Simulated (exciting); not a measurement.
**InAs: band structure with LDA**

Crystal: InAs.

```
CELL_PARAMETERS angstrom
4.06912 0.00000 0.00000
2.03456 3.52396 0.00000
2.03456 1.17465 3.32242
ATOMIC_POSITIONS crystal
In 0.50000 0.50000 0.50000
As 0.00000 0.00000 0.00000
```

Measurements of this composition are mostly on another form, of space group No. 216.

```json
{
 "Program": "exciting (release sodium)",
 "Task": "band structure",
 "Functional": "LDA",
 "Potentials or basis": "all-electron LAPW+lo, shipped species files, valence relativity iora*",
 "rgkmax": "9",
 "k mesh": "6 × 6 × 6",
 "Occupations": "gaussian, width 0.01 eV",
 "Spin": "spin-orbit coupling, no magnetisation",
 "outputlevel": "normal",
 "gmaxvr (cutoff of density and potential)": "14 1/bohr",
 "lmaxapw (and lmaxmat)": "10",
 "lmaxvr": "8",
 "nempty": "46",
 "Valence relativity": "iora*",
 "epsengy": "1e-05 Ha",
 "epspot": "1e-05 Ha",
 "maxscl": "60",
 "Muffin-tin radii": "In 2.3, As 2.0 bohr"
}
```

```yaml
Band_gap_on_the_k_mesh: none (metal or under the smearing width)
All_electrons_inside_the_program's_atomic_spheres: In 46.64; As 30.31 (radii In 2.3, As 2.0 bohr)
```

Levels at the corners of the path, in eV from the Fermi level:
| point | band 31 | band 32 | band 33 | band 34 | band 35 | band 36 | band 37 | band 38 |
| --- | --- | --- | --- | --- | --- | --- | --- | --- |
| Γ | -0.47 | -0.47 | -0.07 | -0.07 | -0.07 | -0.07 | 6.90 | 6.90 |
| X | -3.09 | -3.09 | -2.34 | -2.34 | -2.10 | -2.10 | 3.92 | 3.92 |
| W | -3.69 | -3.69 | -3.68 | -3.68 | 2.13 | 2.13 | 3.98 | 3.98 |
| K | -4.15 | -4.15 | -1.59 | -1.59 | -0.20 | -0.20 | 5.49 | 5.49 |
| Γ | -0.47 | -0.47 | -0.07 | -0.07 | -0.07 | -0.07 | 6.90 | 6.90 |
| L | 0.10 | 0.10 | 0.30 | 0.30 | 2.02 | 2.02 | 3.08 | 3.08 |
| U | -4.15 | -4.15 | -1.59 | -1.59 | -0.20 | -0.20 | 5.49 | 5.49 |
| W | -3.69 | -3.69 | -3.68 | -3.68 | 2.13 | 2.13 | 3.98 | 3.98 |
| L | 0.10 | 0.10 | 0.30 | 0.30 | 2.02 | 2.02 | 3.08 | 3.08 |
| K | -4.15 | -4.15 | -1.59 | -1.59 | -0.20 | -0.20 | 5.49 | 5.49 |
| U | -4.15 | -4.15 | -1.59 | -1.59 | -0.20 | -0.20 | 5.49 | 5.49 |
| X | -3.09 | -3.09 | -2.34 | -2.34 | -2.10 | -2.10 | 3.92 | 3.92 |

States per cell in windows of 0.5 eV (zero at the Fermi level; states under -8 eV left out):
| from (eV) | total | As2 p | In1 p | In1 s | As2 s | As2 d | In1 d |
| --- | --- | --- | --- | --- | --- | --- | --- |
| -8.0 | 0.00 | 0.00 | 0.00 | 0.00 | 0.00 | 0.00 | 0.00 |
| -7.5 | 0.00 | 0.00 | 0.00 | 0.00 | 0.00 | 0.00 | 0.00 |
| -7.0 | 0.01 | 0.00 | 0.00 | 0.00 | 0.00 | 0.00 | 0.00 |
| -6.5 | 0.20 | 0.02 | 0.00 | 0.05 | 0.00 | 0.00 | 0.00 |
| -6.0 | 0.51 | 0.05 | 0.00 | 0.13 | 0.02 | 0.00 | 0.00 |
| -5.5 | 0.50 | 0.05 | 0.01 | 0.13 | 0.02 | 0.00 | 0.00 |
| -5.0 | 0.46 | 0.05 | 0.01 | 0.10 | 0.03 | 0.00 | 0.00 |
| -4.5 | 0.17 | 0.02 | 0.01 | 0.03 | 0.02 | 0.00 | 0.00 |
| -4.0 | 0.33 | 0.05 | 0.02 | 0.03 | 0.01 | 0.00 | 0.00 |
| -3.5 | 0.38 | 0.07 | 0.03 | 0.03 | 0.01 | 0.00 | 0.00 |
| -3.0 | 0.42 | 0.09 | 0.03 | 0.01 | 0.01 | 0.00 | 0.00 |
| -2.5 | 0.56 | 0.13 | 0.05 | 0.01 | 0.01 | 0.00 | 0.01 |
| -2.0 | 0.68 | 0.17 | 0.05 | 0.01 | 0.01 | 0.00 | 0.01 |
| -1.5 | 0.67 | 0.18 | 0.05 | 0.02 | 0.01 | 0.00 | 0.01 |
| -1.0 | 0.58 | 0.17 | 0.03 | 0.02 | 0.01 | 0.00 | 0.01 |
| -0.5 | 0.62 | 0.20 | 0.03 | 0.02 | 0.00 | 0.00 | 0.01 |
| 0.0 | 0.33 | 0.09 | 0.02 | 0.03 | 0.00 | 0.00 | 0.01 |
| 0.5 | 0.22 | 0.04 | 0.02 | 0.04 | 0.00 | 0.00 | 0.00 |
| 1.0 | 0.45 | 0.07 | 0.04 | 0.07 | 0.01 | 0.01 | 0.01 |
| 1.5 | 0.64 | 0.10 | 0.06 | 0.08 | 0.03 | 0.01 | 0.01 |
| 2.0 | 0.23 | 0.03 | 0.02 | 0.03 | 0.02 | 0.00 | 0.00 |
| 2.5 | 0.04 | 0.01 | 0.00 | 0.00 | 0.00 | 0.00 | 0.00 |
| 3.0 | 0.06 | 0.00 | 0.01 | 0.00 | 0.00 | 0.00 | 0.00 |
| 3.5 | 0.76 | 0.07 | 0.14 | 0.03 | 0.03 | 0.02 | 0.01 |
| 4.0 | 1.05 | 0.10 | 0.16 | 0.02 | 0.04 | 0.03 | 0.02 |
| 4.5 | 0.67 | 0.06 | 0.08 | 0.02 | 0.01 | 0.02 | 0.02 |
| 5.0 | 0.53 | 0.06 | 0.05 | 0.02 | 0.00 | 0.02 | 0.01 |
| 5.5 | 0.54 | 0.07 | 0.06 | 0.02 | 0.00 | 0.02 | 0.01 |
| 6.0 | 0.71 | 0.11 | 0.09 | 0.02 | 0.01 | 0.02 | 0.01 |
| 6.5 | 0.70 | 0.14 | 0.09 | 0.03 | 0.01 | 0.02 | 0.01 |
| 7.0 | 0.75 | 0.13 | 0.09 | 0.02 | 0.01 | 0.02 | 0.01 |
| 7.5 | 0.59 | 0.09 | 0.07 | 0.01 | 0.01 | 0.02 | 0.01 |

Run time: 2.8 min on 1 thread of AMD EPYC 9R45 96-Core Processor (Zen 5), on a shared host, peak memory 0.2 GiB.

Caveat: total energies with spin-orbit coupling aren't reliable in this program, so none is listed and the log's shouldn't be used; the tetrahedron DOS on this energy grid can lose part of the weight of narrow d or f bands.
